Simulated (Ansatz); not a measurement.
Sn:

```
CELL_PARAMETERS angstrom
0.00000 3.23334 3.23334
3.23334 0.00000 3.23334
3.23334 3.23334 0.00000
ATOMIC_POSITIONS crystal
Sn 0.75000 0.75000 0.75000
Sn 0.50000 0.50000 0.50000
```

This isn't the form of Sn at room conditions, which is tetragonal (white tin).

Program: Ansatz 0.2.0. Alike in all runs: cell as given; cutoff (eV) 257; basis error allowed 0.001 eV/atom.

Question: Order these runs on this cell by their pressure, lowest first.
A. level BLYP; potentials or basis all-electron LAPW, scalar-relativistic; spin off; k mesh 7 × 7 × 7; smearing fermi-dirac 0.05 eV
B. level PBE; potentials or basis all-electron LAPW, scalar-relativistic; spin off; k mesh 7 × 7 × 7; smearing gaussian 0.021 eV
C. level LDA; potentials or basis all-electron LAPW, scalar-relativistic; spin off; k mesh 7 × 7 × 7; smearing fermi-dirac 0.05 eV
D. level revPBE+D3(BJ); potentials or basis all-electron LAPW, relativistic spinors; spin non-collinear, ferromagnetic start, SOC; k mesh 5 × 5 × 5; smearing gaussian 0.1 eV

Answer: C (0.2 GPa), D (1.9 GPa), B (3.8 GPa), A (6.5 GPa).

Caveats: the k mesh is thin for a metal, which can move the energy by tens of meV per atom (some runs); pairwise dispersion overbinds metals, which lowers pressure and volume (some runs).

Not every run made on this cell is shown here.
